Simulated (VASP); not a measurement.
# Ru (P6_3/mmc) in VASP: further runs

Runs on Ru. Level: PBEsol. Tasks: single point.

Program: VASP 6.6.1. These are calculated values, not measurements. Logs are shortened: lines on timing, memory, paths and dates and some standing lists are left out, and cuts for length are marked.

## Step 1: The undisturbed crystal

Symmetry: P6_3/mmc, No. 194, hexagonal system. The conventional cell has a = 2.706 Å, b = 2.706 Å, c = 4.282 Å, α = 90.00°, β = 90.00°, γ = 120.00°. Ru (site symmetry -6m2) is surrounded by 12 Ru at 2.65 to 2.71 Å.

## Step 2: Single point, PBEsol (grid = ENCUT=460 dk=0.35 cell=3x3x2 ISMEAR=1 SIGMA=0.1 LREAL=Auto EDIFF=1e-06)

INCAR reads:

```
SYSTEM = Ru
ALGO     = Fast           ! electronic algorithm
EDIFF    = 1E-6           ! SCF threshold, eV
ENCUT    = 460            ! plane-wave cutoff, eV
GGA      = PS             ! functional
ISIF     = 2              ! what is computed and relaxed
ISMEAR   = 1              ! smearing method
KPAR     = 2            
LASPH    = .True.         ! aspherical terms in the spheres
LCHARG   = .False.        ! write CHGCAR
LREAL    = Auto         
LWAVE    = .False.        ! write WAVECAR
NBANDS   = 287            ! bands
NCORE    = 1            
NELM     = 120            ! most SCF steps
PREC     = Accurate       ! precision mode
SIGMA    = 0.1            ! smearing width, eV
```

KPOINTS reads:

```
k-points
0
Gamma
  3 3 3
  0 0 0
```

POSCAR reads:

```
Ru
1.0
    8.1174000000      0.0000000000      0.0000000000
   -4.0587000000      7.0298746128      0.0000000000
    0.0000000000      0.0000000000      8.5638000000
Ru
36
Direct
    0.2222222222      0.1111111111      0.3750000000
    0.2222222222      0.1111111111      0.8750000000
    0.2222222222      0.4444444444      0.3750000000
    0.2222222222      0.4444444444      0.8750000000
    0.2222222222      0.7777777778      0.3750000000
    0.2222222222      0.7777777778      0.8750000000
    0.5555555556      0.1111111111      0.3750000000
    0.5555555556      0.1111111111      0.8750000000
    0.5555555556      0.4444444444      0.3750000000
    0.5555555556      0.4444444444      0.8750000000
    0.5555555556      0.7777777778      0.3750000000
    0.5555555556      0.7777777778      0.8750000000
    0.8888888889      0.1111111111      0.3750000000
    0.8888888889      0.1111111111      0.8750000000
    0.8888888889      0.4444444444      0.3750000000
    0.8888888889      0.4444444444      0.8750000000
    0.8888888889      0.7777777778      0.3750000000
    0.8888888889      0.7777777778      0.8750000000
    0.1111111111      0.2222222222      0.1250000000
    0.1111111111      0.2222222222      0.6250000000
    0.1111111111      0.5555555556      0.1250000000
    0.1111111111      0.5555555556      0.6250000000
    0.1111111111      0.8888888889      0.1250000000
    0.1111111111      0.8888888889      0.6250000000
    0.4444444444      0.2222222222      0.1250000000
    0.4444444444      0.2222222222      0.6250000000
    0.4444444444      0.5555555556      0.1250000000
    0.4444444444      0.5555555556      0.6250000000
    0.4444444444      0.8888888889      0.1250000000
    0.4444444444      0.8888888889      0.6250000000
    0.7777777778      0.2222222222      0.1250000000
    0.7777777778      0.2222222222      0.6250000000
    0.7777777778      0.5555555556      0.1250000000
    0.7777777778      0.5555555556      0.6250000000
    0.7777777778      0.8888888889      0.1250000000
    0.7777777778      0.8888888889      0.6250000000
```

Potentials or basis: VASP PAW PBE potentials, release 64 (Ru_pv).

Run with:

```console
> cat potpaw_PBE.64/Ru_pv/POTCAR > POTCAR
> mpirun -np 4 vasp_std > vasp.out
```

OUTCAR:

```text
SYSTEM = Ru
   EDIFF = 1E-6
   ENCUT = 460
   GGA = PS
   ISIF = 2
   ISMEAR = 1
   LASPH = .True.
   LREAL = Auto
   NELM = 120
   PREC = Accurate

 Found      6 irreducible k-points:

 Following reciprocal coordinates:
            Coordinates               Weight
  0.000000  0.000000  0.000000      1.000000
  0.333333  0.000000  0.000000      6.000000
  0.333333  0.333333  0.000000      2.000000
  0.000000  0.000000  0.333333      2.000000
  0.333333  0.000000  0.333333     12.000000
  0.333333  0.333333  0.333333      4.000000
   k-points           NKPTS =      6   k-points in BZ     NKDIM =      6   number of bands    NBANDS=    288
   number of dos      NEDOS =    301   number of ions     NIONS =     36
   total plane-waves  NPLWV = 216000
   dimension x,y,z NGX =    60 NGY =   60 NGZ =   60
   dimension x,y,z NGXF=   120 NGYF=  120 NGZF=  120
   ions per type =              36
   NGX,Y,Z   is equivalent  to a cutoff of  12.29, 12.29, 11.65 a.u.
   NGXF,Y,Z  is equivalent  to a cutoff of  24.58, 24.58, 23.30 a.u.
 SYSTEM =  Ru
   PREC   = accura    normal or accurate (medium, high low for compatibility)
   ISTART =      0    job   : 0-new  1-cont  2-samecut
   ICHARG =      2    charge: 1-file 2-atom 10-const
   ISPIN  =      1    spin polarized calculation?
   LNONCOLLINEAR =      F non collinear calculations
   LSORBIT =      F    spin-orbit coupling
   LASPH  =      T    aspherical Exc in radial PAW
   ENCUT  =  460.0 eV  33.81 Ry    5.81 a.u.  14.20 14.20 14.98*2*pi/ulx,y,z
   NELM   =    120;   NELMIN=  2; NELMDL= -5     # of ELM steps
   EDIFF  = 0.1E-05   stopping-criterion for ELM
   LREAL  =      T    real-space projection
   EDIFFG = 0.1E-04   stopping-criterion for IOM
   NSW    =      0    number of steps for IOM
   IBRION =     -1    ionic relax: 0-MD 1-quasi-New 2-CG
   NFREE  =      0    steps in history (QN), initial steepest desc. (CG)
   ISIF   =      2    stress and relaxation
   ISYM   =      2    0-nonsym 1-usesym 2-fastsym
   POTIM  = 0.5000    time-step for ionic-motion
   TEBEG  =    0.0;   TEEND  =   0.0 temperature during run
   PSTRESS=    0.0 pullay stress
   NELECT =     504.0000    total number of electrons
   NUPDOWN=      -1.0000    fix difference up-down
   EMIN   =  10.00;   EMAX   =-10.00  energy-range for DOS
   EFERMI =   0.00;   METHOD = LEGACY
   ISMEAR =     1;   SIGMA  =   0.10  broadening in eV -4-tet -1-fermi 0-gaus
   EFERMI_NEDOS =   21; number of points for ismear=-14 and -15
   IALGO  =     68    algorithm
   IMIX   =      4    mixing-type and parameters
     AMIX     =   0.40;   BMIX     =  1.00
     AMIX_MAG =   1.60;   BMIX_MAG =  1.00
  volume/ion in A,a.u.               =      13.57        91.61
  Fermi-wavevector in a.u.,A,eV,Ry     =   1.654022  3.125649 37.222674  2.735789
  Thomas-Fermi vector in A             =   2.742361
   LORBIT       =      0    0 simple, 1 ext, 2 COOP (PROOUT), +10 PAW based schemes
   GGA     = PS    functional components
   LHFCALC =     F    Hartree Fock is set to
   AEXX    =    0.0000 exact exchange contribution
   IVDW    =     0    specifies the selected vdW correction
   LEPSILON=     F    determine dielectric tensor
   LRPA    =     F    only Hartree local field effects (RPA)
 non-spin polarized calculation
 RMM-DIIS sequential band-by-band and
 Methfessel and Paxton  Order N= 1 SIGMA  =   0.10
  energy-cutoff  :      460.00
  volume of cell :      488.69
 maximum number of plane-waves:     10967
 NGX is ok and might be reduce to    60
   NGX = 29   NGY = 29   NGZ = 29

 number of electron     504.0000116 magnetization

 Free energy of the ion-electron system (eV)
  ---------------------------------------------------
  ext. energy  EPLUGINS =         0.00000000
  ---------------------------------------------------
  free energy    TOTEN  =      -366.31942166 eV

  energy without entropy =     -366.34432138  energy(sigma->0) =     -366.32772156

 E-fermi :  12.7764     XC(G=0): -14.2822

 val. band max:       12.7740561565   @ k =   0.3333   0.3333   0.3333
 cond. band min:      12.8540314803   @ k =   0.3333   0.0000   0.3333
 fundamental gap:      0.0799753238
 Fermi energy:        12.7763846088

 k-point     1 :       0.0000    0.0000    0.0000
  band No.  band energies     occupation
      1     -30.8923      2.00000
      2     -30.6596      2.00000
      3     -30.6596      2.00000
      4     -30.6596      2.00000
      5     -30.6596      2.00000
      6     -30.6454      2.00000
[... 256 lines left out ...]
    263      13.3638     -0.00000
    264      13.3638     -0.00000

 k-point     2 :       0.3333    0.0000    0.0000
  band No.  band energies     occupation
      1     -30.8504      2.00000
      2     -30.7819      2.00000
      3     -30.7819      2.00000
      4     -30.7349      2.00000
      5     -30.7117      2.00000
      6     -30.7117      2.00000
[... 256 lines left out ...]
    263      13.4190     -0.00000
    264      13.5531     -0.00000

 k-point     3 :       0.3333    0.3333    0.0000
  band No.  band energies     occupation
      1     -30.7743      2.00000
      2     -30.7743      2.00000
      3     -30.7743      2.00000
      4     -30.7743      2.00000
      5     -30.7743      2.00000
      6     -30.7743      2.00000
[... 256 lines left out ...]
    263      13.8904     -0.00000
    264      13.8919     -0.00000

 k-point     4 :       0.0000    0.0000    0.3333
  band No.  band energies     occupation
      1     -30.8190      2.00000
      2     -30.6934      2.00000
      3     -30.6934      2.00000
      4     -30.6934      2.00000
      5     -30.6934      2.00000
      6     -30.6934      2.00000
[... 256 lines left out ...]
    263      13.2345     -0.00000
    264      13.2346     -0.00000

 k-point     5 :       0.3333    0.0000    0.3333
  band No.  band energies     occupation
      1     -30.8047      2.00000
      2     -30.7852      2.00000
      3     -30.7545      2.00000
      4     -30.7349      2.00000
      5     -30.7349      2.00000
      6     -30.7009      2.00000
[... 256 lines left out ...]
    263      13.2948     -0.00000
    264      13.2949     -0.00000

 k-point     6 :       0.3333    0.3333    0.3333
  band No.  band energies     occupation
      1     -30.7913      2.00000
      2     -30.7913      2.00000
      3     -30.7913      2.00000
      4     -30.7420      2.00000
      5     -30.7420      2.00000
      6     -30.7420      2.00000
[... 256 lines left out ...]
    263      13.5072     -0.00000
    264      13.5072     -0.00000
 [bands above 264 left out]

------------------------ aborting loop because EDIFF is reached ----------------------------------------

  FORCE on cell =-STRESS in cart. coord.  units (eV):
  Direction    XX          YY          ZZ          XY          YZ          ZX
  --------------------------------------------------------------------------------------
  -------------------------------------------------------------------------------------
  Total      -19.9360374    -19.9360374    -21.7719930     -0.0000000      0.0000000      0.0000000
  in kB      -65.3609535    -65.3609535    -71.3801944     -0.0000000      0.0000000      0.0000000
  external PRESSURE =     -67.3673671 kB  Pullay stress =       0.0000000 kB

 VOLUME and BASIS-vectors are now :
 -----------------------------------------------------------------------------
  energy-cutoff  :      460.00
  volume of cell :      488.69
      direct lattice vectors                 reciprocal lattice vectors
     8.117400000  0.000000000  0.000000000     0.123192155  0.071125024  0.000000000
    -4.058700000  7.029874613  0.000000000     0.000000000  0.142250048  0.000000000
     0.000000000  0.000000000  8.563800000     0.000000000  0.000000000  0.116770592

 POSITION                                       TOTAL-FORCE (eV/Angst)
 -----------------------------------------------------------------------------------
      1.35290      0.78110      3.21143        -0.000000     -0.000000      0.000000
      1.35290      0.78110      7.49333        -0.000000      0.000000     -0.000000
      0.00000      3.12439      3.21143        -0.000000      0.000000      0.000000
      0.00000      3.12439      7.49333        -0.000000     -0.000000     -0.000000
     -1.35290      5.46768      3.21143        -0.000000     -0.000000      0.000000
     -1.35290      5.46768      7.49333        -0.000000     -0.000000      0.000000
[... 28 lines left out ...]
      2.70580      6.24878      1.07048         0.000000     -0.000000      0.000000
      2.70580      6.24878      5.35238         0.000000      0.000000      0.000000
 -----------------------------------------------------------------------------------
    total drift:                                0.000000      0.000000      0.000000

  FREE ENERGIE OF THE ION-ELECTRON SYSTEM (eV)
  ---------------------------------------------------
  free  energy   TOTEN  =      -366.3194216560 eV

  energy  without entropy=     -366.3443213760  energy(sigma->0) =     -366.32772156
```

Run time: 4.8 min. Hardware: 4 MPI ranks of Intel Xeon Platinum 8488C (Sapphire Rapids), shared host; peak memory 0.5 GiB.

The run converged, but some of its settings lie outside the range that counts as converged, so its numbers aren't taken as properties of the crystal.

What came out:

| Quantity | Value |
| --- | --- |
| Free energy | -366.3194 eV |
| Pressure | -6.7 GPa |
| Band gap on the k mesh | none (metal or under the smearing width) |

Caveat: the PAW data sets were made with another functional, which shifts forces and pressure a little.

## Step 3: Single point, PBEsol (grid = ENCUT=650 dk=0.35 cell=3x3x2 ISMEAR=1 SIGMA=0.1 LREAL=Auto EDIFF=1e-06)

Changes to INCAR since step 2:

```diff
@@ -3,3 +3,3 @@
 EDIFF    = 1E-6           ! SCF threshold, eV
-ENCUT    = 460            ! plane-wave cutoff, eV
+ENCUT    = 650            ! plane-wave cutoff, eV
 GGA      = PS             ! functional
```

KPOINTS is that of step 2.

POSCAR is that of step 2.

Potentials or basis: VASP PAW PBE potentials, release 64 (Ru_pv).

Run with:

```console
> cat potpaw_PBE.64/Ru_pv/POTCAR > POTCAR
> mpirun -np 4 vasp_std > vasp.out
```

It took 8.5 min on 4 MPI ranks of Intel Xeon Platinum 8488C (Sapphire Rapids), shared host; peak memory 0.75 GiB.

These settings aren't checked as converged: the numbers below hold their error.

Results:

| Property | Result |
| --- | --- |
| Free energy | -366.3310 eV |
| Pressure | -6.6 GPa |
| Band gap on the k mesh | none (metal or under the smearing width) |

Caveat: the PAW data sets were made with another functional, which shifts forces and pressure a little.

(Part 1 of 2 ends here.)
